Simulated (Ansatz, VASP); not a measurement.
# Ta in VASP and in Ansatz

Contents of INCAR:

```
PREC = Accurate ; ENCUT = 520
EDIFF = 1E-7 ; ISMEAR = -1
SIGMA = 0.05 ; LREAL = F
LASPH = T ; NELM = 60
ALGO = Normal ; ISIF = 2
LWAVE = F ; LCHARG = F
GGA = PS ; NBANDS = 12
```

KPOINTS

```
Automatic mesh
0
Gamma
  11 11 11
```

The input POSCAR:

```
Ta
1.0
   -1.6512800000      1.6512800000      1.6512800000
    1.6512800000     -1.6512800000      1.6512800000
    1.6512800000      1.6512800000     -1.6512800000
Ta
1
Direct
    0.0000000000      0.0000000000      0.0000000000
```

File input.yaml:

```yaml
crystal:
  lattice:
    - [-1.65128, 1.65128, 1.65128]
    - [1.65128, -1.65128, 1.65128]
    - [1.65128, 1.65128, -1.65128]
  atoms:
    - { symbol: Ta, position: [0.0, 0.0, 0.0] }
hamiltonian:
  xc: pbesol
  pseudopotentials: { kind: paw }
kpoints:
  mp_grid: { grid: [11, 11, 11] }
scf:
  occupations: { method: fermi_dirac, width: 0.05 }
output:
  forces: true
  stress: true
  eigenvalues: true
```

Alike in both runs: task single point; functional PBEsol; k mesh 11 × 11 × 11; occupations fermi-dirac, width 0.05 eV; no spin polarisation.

```csv
,VASP,Ansatz
version,VASP 6.6.1,Ansatz 0.2.0
potentials or method,"VASP PAW PBE potentials, release 64 (Ta_pv)",Ansatz PAW
plane-wave cutoff (eV),520,420
valence electrons in the cell,11,13
```

```csv
,VASP,Ansatz,Ansatz less VASP
gap on the k mesh at the Fermi level (eV),none,none,-
pressure (GPa),-4.2,-4.3,-0.15
```

A gap of «none» marks a metal or a gap that the smearing closes. With one functional, cell and mesh, what is left measures potentials, basis and numerics. The two sets of potentials don't hold the same shells in valence.

Caveats: the PAW data sets were made with another functional, which shifts forces and pressure a little (VASP); the PAW data sets come from PBE, with cores solved anew for the run's functional, which leaves a small shift of forces and pressure (Ansatz). The runs have no spin-orbit coupling, so splittings on Ta are missing.
